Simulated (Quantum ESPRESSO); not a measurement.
## Tc under changes of volume

One of the cells (14.297 Å³/atom); the others are scaled copies at fixed shape and fractional positions:

```
CELL_PARAMETERS angstrom
2.74000 0.00000 0.00000
-1.37000 2.37291 0.00000
0.00000 0.00000 4.39800
ATOMIC_POSITIONS crystal
Tc 0.66667 0.33333 0.75000
Tc 0.33333 0.66667 0.25000
```

| Property | Result |
| --- | --- |
| Program | Quantum ESPRESSO 7.5 |
| Functional | LDA |
| Potentials or basis | GBRV 1.5 LDA |
| Cutoff | 612 eV |
| Density cutoff | 4898 eV |
| k mesh | 11 × 11 × 6 |
| Occupations | fermi-dirac, width 0.05 eV |
| Spin | no spin polarisation |

```csv
volume (Å³/atom),energy over the lowest point (meV/atom),pressure (GPa)
13.440,8.55,8.5
13.726,0.00,0.8
14.011,?,?
14.297,20.35,-12.1
14.583,46.69,-17.6
14.869,82.16,-22.4
15.155,125.90,-26.8
```

**Question.** What does the run at 14.011 Å³/atom give?

**Answer.** Energy over the lowest point 4.40 meV/atom; pressure -6.0 GPa.

Worked out: A Birch-Murnaghan fit of order 3 (a polynomial in V^(-2/3)) to the other rows has its minimum at 13.77 Å³/atom with B0 = V·E''(V) = 344 GPa and B' = 4.5 at fixed shape and positions, which overstates the stiffness. It gives 4.39 meV/atom at 14.011 Å³/atom, against the run's 4.40, and -dE/dV = -5.8 GPa, against -6.0.

Energies are extrapolated to zero smearing.
